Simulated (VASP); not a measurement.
# InP (F-43m) in VASP: a series of runs, part 2 of 3

VASP 6.6.1. The steps go on from the part before.

**3. Relaxation of the atoms, PBE+D3(BJ) (a relaxed cell with its volume scaled by 1.02)**

INCAR reads:

```
SYSTEM = InP
  PREC = Accurate
  ENCUT = 600
  EDIFF = 1E-7
  ISMEAR = 0
  SIGMA = 0.03
  LREAL = .False.
  LASPH = .True.
  NELM = 80
  ALGO = Fast
  ISIF = 2
  LWAVE = .False.
  LCHARG = .False.
  GGA = PE
  IVDW = 12
  IBRION = 2
  NSW = 40
  EDIFFG = -0.01
```

KPOINTS reads:

```
regular mesh
0
Gamma
  8 8 8
  0 0 0
```

POSCAR reads:

```
InP                                     
1.0
    0.0000000000      2.9658922230      2.9658922230
    2.9658922230      0.0000000000      2.9658922230
    2.9658922230      2.9658922230      0.0000000000
  In              P             
     1     1
Direct
     0.0000000000000000    0.0000000000000000    0.0000000000000000
     0.2500000000000000    0.2500000000000000    0.2500000000000000
```

Potentials or basis: VASP PAW PBE potentials, release 64 (In_d, P).

Launch:

```bash
> cat potpaw_PBE.64/In_d/POTCAR potpaw_PBE.64/P/POTCAR > POTCAR
> mpirun -np 1 vasp_std > vasp.out
```

OUTCAR:

```text
SYSTEM = InP
   PREC = Accurate
   ENCUT = 600
   EDIFF = 1E-7
   ISMEAR = 0
   LREAL = .False.
   LASPH = .True.
   NELM = 80
   ISIF = 2
   GGA = PE
   IVDW = 12
   IBRION = 2
   NSW = 40
   EDIFFG = -0.01
 IVDW          = 12

 ion  position               nearest neighbor table
   1  0.000  0.000  0.000-   2 2.57   2 2.57   2 2.57   2 2.57
   2  0.250  0.250  0.250-   1 2.57   1 2.57   1 2.57   1 2.57

  LATTYP: Found a face centered cubic cell.
 ALAT       =     5.9317844460

  Lattice vectors:

 A1 = (   0.0000000000,   2.9658922230,   2.9658922230)
 A2 = (   2.9658922230,   0.0000000000,   2.9658922230)
 A3 = (   2.9658922230,   2.9658922230,   0.0000000000)

Analysis of symmetry for initial positions (statically):
=====================================================================
 Subroutine PRICEL returns:
 Original cell was already a primitive cell.

 Routine SETGRP: Setting up the symmetry group for a
 face centered cubic supercell.

 Subroutine GETGRP returns: Found 24 space group operations
 (whereof 24 operations were pure point group operations)
 out of a pool of 48 trial point group operations.

The static configuration has the point symmetry T_d .

Analysis of symmetry for dynamics (positions and initial velocities):
=====================================================================
 Subroutine PRICEL returns:
 Original cell was already a primitive cell.

 Routine SETGRP: Setting up the symmetry group for a
 face centered cubic supercell.

 Subroutine GETGRP returns: Found 24 space group operations
 (whereof 24 operations were pure point group operations)
 out of a pool of 48 trial point group operations.

The dynamic configuration has the point symmetry T_d .

 Subroutine INISYM returns: Found 24 space group operations
 (whereof 24 operations are pure point group operations),
 and found     1 'primitive' translations

----------------------------------------------------------------------------------------

                                     Primitive cell

  volume of cell :      52.1790

  direct lattice vectors                    reciprocal lattice vectors
     0.000000000  2.965892223  2.965892223    -0.168583334  0.168583334  0.168583334
     2.965892223  0.000000000  2.965892223     0.168583334 -0.168583334  0.168583334
     2.965892223  2.965892223  0.000000000     0.168583334  0.168583334 -0.168583334

  length of vectors
     4.194405006  4.194405006  4.194405006     0.291994900  0.291994900  0.291994900

  position of ions in fractional coordinates (direct lattice)
     0.000000000  0.000000000  0.000000000
     0.250000000  0.250000000  0.250000000

  ion indices of the primitive-cell ions
   primitive index   ion index
                 1           1
                 2           2

----------------------------------------------------------------------------------------

 KPOINTS: regular mesh

Automatic generation of k-mesh.
 Grid dimensions read from file:
 generate k-points for:    8    8    8

[... 45 lines left out ...]
   k-points           NKPTS =     29   k-points in BZ     NKDIM =     29   number of bands    NBANDS=     13
   number of dos      NEDOS =    301   number of ions     NIONS =      2
   total plane-waves  NPLWV =  46656
   dimension x,y,z NGX =    36 NGY =   36 NGZ =   36
   dimension x,y,z NGXF=    72 NGYF=   72 NGZF=   72
   ions per type =               1   1
   NGX,Y,Z   is equivalent  to a cutoff of  14.27, 14.27, 14.27 a.u.
   NGXF,Y,Z  is equivalent  to a cutoff of  28.54, 28.54, 28.54 a.u.
 SYSTEM =  InP
   PREC   = accura    normal or accurate (medium, high low for compatibility)
   ISTART =      0    job   : 0-new  1-cont  2-samecut
   ICHARG =      2    charge: 1-file 2-atom 10-const
   ISPIN  =      1    spin polarized calculation?
   LNONCOLLINEAR =      F non collinear calculations
   LSORBIT =      F    spin-orbit coupling
   LASPH  =      T    aspherical Exc in radial PAW
   ENCUT  =  600.0 eV  44.10 Ry    6.64 a.u.   8.38  8.38  8.38*2*pi/ulx,y,z
   NELM   =     80;   NELMIN=  2; NELMDL= -5     # of ELM steps
   EDIFF  = 0.1E-06   stopping-criterion for ELM
   LREAL  =      F    real-space projection
   EDIFFG = -.1E-01   stopping-criterion for IOM
   NSW    =     40    number of steps for IOM
   IBRION =      2    ionic relax: 0-MD 1-quasi-New 2-CG
   NFREE  =      1    steps in history (QN), initial steepest desc. (CG)
   ISIF   =      2    stress and relaxation
   ISYM   =      2    0-nonsym 1-usesym 2-fastsym
   POTIM  = 0.5000    time-step for ionic-motion
   TEBEG  =    0.0;   TEEND  =   0.0 temperature during run
   PSTRESS=    0.0 pullay stress
   NELECT =      18.0000    total number of electrons
   NUPDOWN=      -1.0000    fix difference up-down
   EMIN   =  10.00;   EMAX   =-10.00  energy-range for DOS
   EFERMI =   0.00;   METHOD = LEGACY
   ISMEAR =     0;   SIGMA  =   0.03  broadening in eV -4-tet -1-fermi 0-gaus
   EFERMI_NEDOS =   21; number of points for ismear=-14 and -15
   IALGO  =     68    algorithm
   IMIX   =      4    mixing-type and parameters
     AMIX     =   0.40;   BMIX     =  1.00
     AMIX_MAG =   1.60;   BMIX_MAG =  1.00
  volume/ion in A,a.u.               =      26.09       176.06
  Fermi-wavevector in a.u.,A,eV,Ry     =   1.148154  2.169697 17.935997  1.318259
  Thomas-Fermi vector in A             =   2.284831
   LORBIT       =      0    0 simple, 1 ext, 2 COOP (PROOUT), +10 PAW based schemes
   GGA     = PE    functional components
   LHFCALC =     F    Hartree Fock is set to
   AEXX    =    0.0000 exact exchange contribution
   IVDW    =    12    specifies the selected vdW correction
   LEPSILON=     F    determine dielectric tensor
   LRPA    =     F    only Hartree local field effects (RPA)
 conjugate gradient relaxation of ions
 non-spin polarized calculation
 RMM-DIIS sequential band-by-band and
 Gauss-broadening in eV      SIGMA  =   0.03
  energy-cutoff  :      600.00
  volume of cell :       52.18
 maximum number of plane-waves:      1807
 NGX is ok and might be reduce to    36
   NGX = 17   NGY = 17   NGZ = 17

 number of electron      17.9999998 magnetization

 Free energy of the ion-electron system (eV)
  ---------------------------------------------------
  ext. energy  EPLUGINS =         0.00000000
  ---------------------------------------------------
  free energy    TOTEN  =        -8.40440232 eV

  energy without entropy =       -8.40440232  energy(sigma->0) =       -8.40440232

 E-fermi :   4.9519     XC(G=0):  -9.1237

 val. band max:        4.8032945971   @ k =   0.0000   0.0000   0.0000
 cond. band min:       5.3184168526   @ k =   0.0000   0.0000   0.0000
 fundamental gap:      0.5151222555
 Fermi energy:         4.9519185352

 k-point     1 :       0.0000    0.0000    0.0000
  band No.  band energies     occupation
      1      -9.3165      2.00000
      2      -9.3164      2.00000
      3      -9.3164      2.00000
      4      -9.1817      2.00000
      5      -9.1817      2.00000
      6      -6.4734      2.00000
      7       4.8033      2.00000
      8       4.8033      2.00000
      9       4.8033      2.00000
     10       5.3184      0.00000
     11       8.8937      0.00000
     12       8.8937      0.00000
     13       8.8937      0.00000
[... 354 lines left out ...]
  band No.  band energies     occupation
      1      -9.4323      2.00000
      2      -9.2735      2.00000
      3      -9.2559      2.00000
      4      -9.1861      2.00000
      5      -9.1701      2.00000
      6      -4.5678      2.00000
      7      -0.5780      2.00000
      8       2.2335      2.00000
      9       3.2598      2.00000
     10       7.8675      0.00000
     11       9.0054      0.00000
     12      10.6052      0.00000
     13      11.9291      0.00000

 [... further k-points ...]

------------------------ aborting loop because EDIFF is reached ----------------------------------------

 Edisp (eV)   -0.60274

 E8    (eV) :    -0.2677

  FORCE on cell =-STRESS in cart. coord.  units (eV):
  Direction    XX          YY          ZZ          XY          YZ          ZX
  --------------------------------------------------------------------------------------
  -------------------------------------------------------------------------------------
  Total      -0.39793    -0.39793    -0.39793     0.00000     0.00000    -0.00000
  in kB     -12.21856   -12.21856   -12.21856     0.00000     0.00000    -0.00000
  external pressure =      -12.22 kB  Pullay stress =        0.00 kB

 VOLUME and BASIS-vectors are now :
 -----------------------------------------------------------------------------
  energy-cutoff  :      600.00
  volume of cell :       52.18
      direct lattice vectors                 reciprocal lattice vectors
     0.000000000  2.965892223  2.965892223    -0.168583334  0.168583334  0.168583334
     2.965892223  0.000000000  2.965892223     0.168583334 -0.168583334  0.168583334
     2.965892223  2.965892223  0.000000000     0.168583334  0.168583334 -0.168583334

 POSITION                                       TOTAL-FORCE (eV/Angst)
 -----------------------------------------------------------------------------------
      0.00000      0.00000      0.00000        -0.000000     -0.000000     -0.000000
      1.48295      1.48295      1.48295         0.000000      0.000000      0.000000
 -----------------------------------------------------------------------------------
    total drift:                               -0.000000     -0.000000     -0.000000

  FREE ENERGIE OF THE ION-ELECTRON SYSTEM (eV)
  ---------------------------------------------------
  free  energy   TOTEN  =        -9.0071374706 eV

  energy  without entropy=       -9.0071374706  energy(sigma->0) =       -9.00713747

 reached required accuracy - stopping structural energy minimisation
```

OSZICAR:

```text
N       E                     dE             d eps       ncg     rms          rms(c)
DAV:   1     0.115396479748E+03    0.11540E+03   -0.93368E+03   754   0.167E+03
DAV:   2    -0.161030956288E+00   -0.11556E+03   -0.11122E+03   794   0.339E+02
DAV:   3    -0.856438054507E+01   -0.84033E+01   -0.82415E+01   974   0.928E+01
DAV:   4    -0.880217336464E+01   -0.23779E+00   -0.23762E+00   913   0.173E+01
DAV:   5    -0.881171985589E+01   -0.95465E-02   -0.95462E-02  1110   0.298E+00    0.533E+00
RMM:   6    -0.842479773588E+01    0.38692E+00   -0.56951E-01   764   0.738E+00    0.302E+00
RMM:   7    -0.840447555445E+01    0.20322E-01   -0.34186E-01   762   0.338E+00    0.128E+00
RMM:   8    -0.840253309340E+01    0.19425E-02   -0.33773E-02   814   0.300E+00    0.270E-01
RMM:   9    -0.840392723627E+01   -0.13941E-02   -0.16656E-02   827   0.125E+00    0.141E-01
RMM:  10    -0.840426285936E+01   -0.33562E-03   -0.37495E-03   925   0.662E-01    0.134E-01
RMM:  11    -0.840436715041E+01   -0.10429E-03   -0.48415E-04   833   0.270E-01    0.305E-02
RMM:  12    -0.840440873695E+01   -0.41587E-04   -0.19792E-04   850   0.158E-01    0.305E-02
RMM:  13    -0.840440485976E+01    0.38772E-05   -0.41192E-05  1012   0.651E-02    0.236E-02
RMM:  14    -0.840440299476E+01    0.18650E-05   -0.75719E-06   884   0.254E-02    0.168E-02
RMM:  15    -0.840440212387E+01    0.87089E-06   -0.84016E-06   810   0.200E-02    0.262E-03
RMM:  16    -0.840440241644E+01   -0.29257E-06   -0.21247E-06   809   0.117E-02    0.367E-03
RMM:  17    -0.840440231988E+01    0.96563E-07   -0.30550E-07   615   0.607E-03
   1 F= -.90071375E+01 E0= -.90071375E+01  d E =-.900714E+01
```

Run time: 28 s. Hardware: 1 thread of Intel Xeon Platinum 8259CL at 2.50GHz (Skylake/Cascade Lake), shared host; peak memory 0.22 GiB.

What came out:

| Quantity | Value |
| --- | --- |
| Free energy | -9.0071 eV |
| Pressure after relaxing | -1.2 GPa |
| Band gap on the k mesh | 0.52 eV, direct |
| Dispersion energy per atom | -0.301 eV |

Final structure:
```
In P
1.0
     0.00000    2.96589    2.96589
     2.96589    0.00000    2.96589
     2.96589    2.96589    0.00000
In P
1 1
Direct
  0.00000 0.00000 0.00000
  0.25000 0.25000 0.25000
```

Caveat: the relaxation stopped at its first step, so nothing moved; spin-orbit coupling is left out, which moves the levels of the heavy elements.

(Part 2 of 3 ends here.)
